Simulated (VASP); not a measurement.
# ZnS (Wurtzite-6H) (P6_3mc) in VASP: further runs, part 2 of 2

VASP 6.6.1. The steps go on from the part before.

### Step 5. Relaxation of cell and atoms, PBEsol+D4

Input file INCAR:

```
PREC = Accurate ; ENCUT = 600
EDIFF = 1E-7 ; ISMEAR = -1
SIGMA = 0.05 ; LREAL = False
LASPH = True ; NELM = 100
ALGO = Normal ; ISIF = 3
LWAVE = False ; LCHARG = False
GGA = PS ; IVDW = 13
IBRION = 2 ; NSW = 60
EDIFFG = -0.01
```

Input file KPOINTS:

```
regular mesh
0
Gamma
  8 8 2
```

Input file POSCAR:

```
ZnS
1.0
    3.8120000000      0.0000000000      0.0000000000
   -1.9060000000      3.3012888392      0.0000000000
    0.0000000000      0.0000000000     18.6899900000
Zn S
6 6
Direct
    0.3333333333      0.6666666667      0.8333300000
    0.6666666667      0.3333333333      0.3333300000
    0.6666666667      0.3333333333      0.6666700000
    0.3333333333      0.6666666667      0.1666700000
    0.0000000000      0.0000000000      0.5000000000
    0.0000000000      0.0000000000      0.0000000000
    0.3333333333      0.6666666667      0.9583300000
    0.6666666667      0.3333333333      0.4583300000
    0.6666666667      0.3333333333      0.7916700000
    0.3333333333      0.6666666667      0.2916700000
    0.0000000000      0.0000000000      0.6250000000
    0.0000000000      0.0000000000      0.1250000000
```

Potentials or basis: VASP PAW PBE potentials, release 64 (Zn, S).

Launch:

```
> cat potpaw_PBE.64/Zn/POTCAR potpaw_PBE.64/S/POTCAR > POTCAR
> mpirun -np 1 vasp_std > vasp.out
```

OUTCAR:

```text
PREC = Accurate
   ENCUT = 600
   EDIFF = 1E-7
   ISMEAR = -1
   LREAL = False
   LASPH = True
   NELM = 100
   ISIF = 3
   GGA = PS
   IVDW = 13
   IBRION = 2
   NSW = 60
   EDIFFG = -0.01

 ion  position               nearest neighbor table
   1  0.333  0.667  0.833-   9 2.33   9 2.33   9 2.33   7 2.34
   2  0.667  0.333  0.333-  10 2.33  10 2.33  10 2.33   8 2.34
   3  0.667  0.333  0.667-  11 2.33  11 2.33  11 2.33   9 2.34
   4  0.333  0.667  0.167-  12 2.33  12 2.33  12 2.33  10 2.34
   5  0.000  0.000  0.500-   8 2.33   8 2.33   8 2.33  11 2.34
   6  0.000  0.000  0.000-   7 2.33   7 2.33   7 2.33  12 2.34
   7  0.333  0.667  0.958-   6 2.33   6 2.33   6 2.33   1 2.34
   8  0.667  0.333  0.458-   5 2.33   5 2.33   5 2.33   2 2.34
   9  0.667  0.333  0.792-   1 2.33   1 2.33   1 2.33   3 2.34
  10  0.333  0.667  0.292-   2 2.33   2 2.33   2 2.33   4 2.34
  11  0.000  0.000  0.625-   3 2.33   3 2.33   3 2.33   5 2.34
  12  0.000  0.000  0.125-   4 2.33   4 2.33   4 2.33   6 2.34

  LATTYP: Found a hexagonal cell.
 ALAT       =     3.8120000000
 C/A-ratio  =     4.9029354669

  Lattice vectors:

 A1 = (   3.8120000000,   0.0000000000,   0.0000000000)
 A2 = (  -1.9060000000,   3.3012888392,   0.0000000000)
 A3 = (   0.0000000000,   0.0000000000,  18.6899900000)

Analysis of symmetry for initial positions (statically):
=====================================================================
 Subroutine PRICEL returns:
 Original cell was already a primitive cell.

 Routine SETGRP: Setting up the symmetry group for a
 hexagonal supercell.

 Subroutine GETGRP returns: Found 12 space group operations
 (whereof  6 operations were pure point group operations)
 out of a pool of 24 trial point group operations.

The static configuration has the point symmetry C_3v.
 The point group associated with its full space group is C_6v.

Analysis of symmetry for dynamics (positions and initial velocities):
=====================================================================
 Subroutine PRICEL returns:
 Original cell was already a primitive cell.

 Routine SETGRP: Setting up the symmetry group for a
 hexagonal supercell.

 Subroutine GETGRP returns: Found 12 space group operations
 (whereof  6 operations were pure point group operations)
 out of a pool of 24 trial point group operations.

The dynamic configuration has the point symmetry C_3v.
[... 124 lines left out ...]
   TEBEG  =    0.0;   TEEND  =   0.0 temperature during run
   PSTRESS=    0.0 pullay stress
   NELECT =     108.0000    total number of electrons
   NUPDOWN=      -1.0000    fix difference up-down
   EMIN   =  10.00;   EMAX   =-10.00  energy-range for DOS
   EFERMI =   0.00;   METHOD = LEGACY
   ISMEAR =    -1;   SIGMA  =   0.05  broadening in eV -4-tet -1-fermi 0-gaus
   EFERMI_NEDOS =   21; number of points for ismear=-14 and -15
   IALGO  =     38    algorithm
   IMIX   =      4    mixing-type and parameters
     AMIX     =   0.40;   BMIX     =  1.00
     AMIX_MAG =   1.60;   BMIX_MAG =  1.00
  volume/ion in A,a.u.               =      19.60       132.27
  Fermi-wavevector in a.u.,A,eV,Ry     =   1.262993  2.386711 21.703349  1.595151
  Thomas-Fermi vector in A             =   2.396373
   LORBIT       =      0    0 simple, 1 ext, 2 COOP (PROOUT), +10 PAW based schemes
   GGA     = PS    functional components
   LHFCALC =     F    Hartree Fock is set to
   AEXX    =    0.0000 exact exchange contribution
   IVDW    =    13    specifies the selected vdW correction
   LEPSILON=     F    determine dielectric tensor
   LRPA    =     F    only Hartree local field effects (RPA)
 conjugate gradient relaxation of ions
 non-spin polarized calculation
  energy-cutoff  :      600.00
  volume of cell :      235.20
 maximum number of plane-waves:      7890
   NGX = 15   NGY = 15   NGZ = 75

--------------------------------------- Ionic step        1  -------------------------------------------

 number of electron     108.0000134 magnetization

 Free energy of the ion-electron system (eV)
  ---------------------------------------------------
  ext. energy  EPLUGINS =         0.00000000
  ---------------------------------------------------
  free energy    TOTEN  =       -45.50881196 eV

  energy without entropy =      -45.50881196  energy(sigma->0) =      -45.50881196

 E-fermi :   3.0921     XC(G=0):  -9.8773

 val. band max:        2.0783420582   @ k =   0.0000   0.0000   0.0000
 cond. band min:       4.1089195189   @ k =   0.0000   0.0000   0.0000
 fundamental gap:      2.0305774607
 Fermi energy:         3.0920965718

 k-point     1 :       0.0000    0.0000    0.0000
  band No.  band energies     occupation
      1     -11.1293      2.00000
      2     -10.9243      2.00000
      3     -10.9161      2.00000
      4     -10.4493      2.00000
      5     -10.4409      2.00000
      6     -10.1694      2.00000
[... 1578 lines left out ...]
--------------------------------------- Ionic step        6  -------------------------------------------

 number of electron     108.0000041 magnetization

 Free energy of the ion-electron system (eV)
  ---------------------------------------------------
  ext. energy  EPLUGINS =         0.00000000
  ---------------------------------------------------
  free energy    TOTEN  =       -45.50812585 eV

  energy without entropy =      -45.50812585  energy(sigma->0) =      -45.50812585

 E-fermi :   3.4875     XC(G=0): -10.0429

 val. band max:        2.4151634065   @ k =   0.0000   0.0000   0.0000
 cond. band min:       4.5989769282   @ k =   0.0000   0.0000   0.0000
 fundamental gap:      2.1838135218
 Fermi energy:         3.4874913096

 k-point     1 :       0.0000    0.0000    0.0000
  band No.  band energies     occupation
      1     -11.0484      2.00000
      2     -10.8307      2.00000
      3     -10.8224      2.00000
      4     -10.3240      2.00000
      5     -10.3145      2.00000
      6     -10.0222      2.00000
[... 1372 lines left out ...]
  FREE ENERGIE OF THE ION-ELECTRON SYSTEM (eV)
  ---------------------------------------------------
  free  energy   TOTEN  =       -47.7044488024 eV

  energy  without entropy=      -47.7044488024  energy(sigma->0) =      -47.70444880

 reached required accuracy - stopping structural energy minimisation
```

It took 20 min on 1 thread of Intel Xeon 6975P-C (Granite Rapids), shared host; peak memory 0.55 GiB.

What came out:

| Property | Result |
| --- | --- |
| Free energy | -47.7044 eV |
| Relaxed volume | 18.93 Å³/atom |
| Relaxed cell | a = 3.767 Å, b = 3.767 Å, c = 18.481 Å, α = 90.00°, β = 90.00°, γ = 120.00° |
| Space group after relaxing (to 0.05 Å) | P6_3mc (No. 186) |
| Energy gained by relaxing | 5.9 meV/atom |
| Ionic steps | 6 |
| Pressure after relaxing | 0.0 GPa |
| Largest force after relaxing | 0.009 eV/Å |
| Band gap on the k mesh | 2.18 eV, direct |
| Dispersion energy per atom | -0.183 eV |

Forces in eV/Å, atoms in the order of the input:
```
Zn   0.000  0.000 -0.006
Zn   0.000  0.000 -0.006
Zn   0.000  0.000  0.009
Zn   0.000  0.000  0.009
Zn   0.000  0.000  0.005
Zn   0.000  0.000  0.005
S    0.000  0.000 -0.007
S    0.000  0.000 -0.007
S    0.000  0.000  0.000
S    0.000  0.000  0.000
S    0.000  0.000 -0.002
S    0.000  0.000 -0.002
```

The path:
```
step  energy change (eV)  largest force (eV/Å)  pressure (GPa)  volume (Å³)
   1              0.0000                0.0260           -2.64       235.20
   2             -0.0632                0.0201            0.99       224.38
   3             -0.0712                0.0218            0.03       226.96
   4             -0.0712                0.0219           -0.03       227.12
   5             -0.0713                0.0133           -0.04       227.12
   6             -0.0713                0.0091           -0.04       227.12
```

Final structure:
```
Zn S
1.0
     3.76709    0.00000    0.00000
    -1.88354    3.26239    0.00000
     0.00000    0.00000   18.48064
Zn S
6 6
Direct
  0.33333 0.66667 0.83333
  0.66667 0.33333 0.33333
  0.66667 0.33333 0.66676
  0.33333 0.66667 0.16676
  0.00000 0.00000 0.49999
  0.00000 0.00000 0.99999
  0.33333 0.66667 0.95819
  0.66667 0.33333 0.45819
  0.66667 0.33333 0.79163
  0.33333 0.66667 0.29163
  0.00000 0.00000 0.62510
  0.00000 0.00000 0.12510
```

Caveat: the PAW data sets were made with another functional, which shifts forces and pressure a little. A k mesh can miss the band edges.

### Step 6. Overview

| task | level | cell | cutoff (eV) | smearing | gap on the mesh (eV) | pressure (GPa) | relaxed volume (Å³/atom) | largest force (eV/Å) |
| --- | --- | --- | --- | --- | --- | --- | --- | --- |
| single point | PBE | as given | 520 | gaussian 0.014 eV | 2.17 | 2.3 | - | 0.03 |
| relaxation of cell and atoms | PBE | relaxed | 600 | fermi-dirac 0.05 eV | 2.03 | 0.0 | 20.21 | 0.01 |
| relaxation of cell and atoms | PBEsol+D4 | relaxed | 600 | fermi-dirac 0.05 eV | 2.18 | 0.0 | 18.93 | 0.01 |

Alike in all rows: potentials or basis VASP PAW PBE potentials, release 64 (Zn, S); no spin polarisation; k mesh 8 × 8 × 2.

Caveats: the cell's inner coordinates are idealised or old, which leaves forces on the atoms (some runs); the PAW data sets were made with another functional, which shifts forces and pressure a little (some runs).

Absolute energies hang on the potentials; compare differences alone.

### Step 7. How close it comes

Step 2. Against the measured gap of ZnS, 3.911 eV (direct; 4 K; a printed reference work, monograph), the calculated 2.17 eV is off by -1.74 eV. The value is that of PBE on a finite k mesh, which can miss the band edges, without temperature or zero-point motion. Semilocal functionals fall short of measured gaps as a rule.

Step 4. Measured gap of ZnS: 3.911 eV (direct; 4 K; a printed reference work, monograph). This calculation gives 2.17 eV (-1.74 eV). The value is that of PBE on a finite k mesh, which can miss the band edges, without temperature or zero-point motion. Semilocal functionals fall short of measured gaps as a rule.
